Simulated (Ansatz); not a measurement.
This cell of SrF₂ (fluorite) is off equilibrium:

```
CELL_PARAMETERS angstrom
      0.00000     5.85727     5.85727
      2.92864     2.92864     5.85727
      2.92864     2.92864     0.00000
ATOMIC_POSITIONS crystal
  Sr 0.00000 0.00000 0.00000
  Sr 0.50000 0.00000 0.00000
  F  0.00000 0.22951 0.27049
  F  0.50000 0.27049 0.22951
  F  0.00000 0.77049 0.72951
  F  0.50000 0.72951 0.77049
```

Level of theory: PBE (plane waves to 420 eV, PAW, scalar-relativistic; Ansatz, a quantum-chemistry and plane-wave program). k mesh 10×10×10 (Γ-centred), Fermi-Dirac smearing 0.05 eV. Compression counts positive. SrF2 was relaxed with its symmetry unable to fall.

### Question
What forces act on the atoms (eV/Å, Cartesian)?

### Answer
```
atom     Fx     Fy      Fz
----  -----  -----  ------
Sr1   0.000  0.000   0.000
Sr2   0.000  0.000   0.000
F3    0.000  0.000   0.986
F4    0.000  0.000  -0.986
F5    0.000  0.000  -0.986
F6    0.000  0.000   0.986
```

### Question
What is the stress tensor (GPa)?

### Answer
```
   0.69     0.00     0.00
   0.00     0.69     0.00
   0.00     0.00     0.48
```
The pressure, a third of the trace, is 0.62 GPa.

(For displaced atoms, the force is minus the slope of the energy, and its curvature is a force constant, which sets phonon frequencies.)
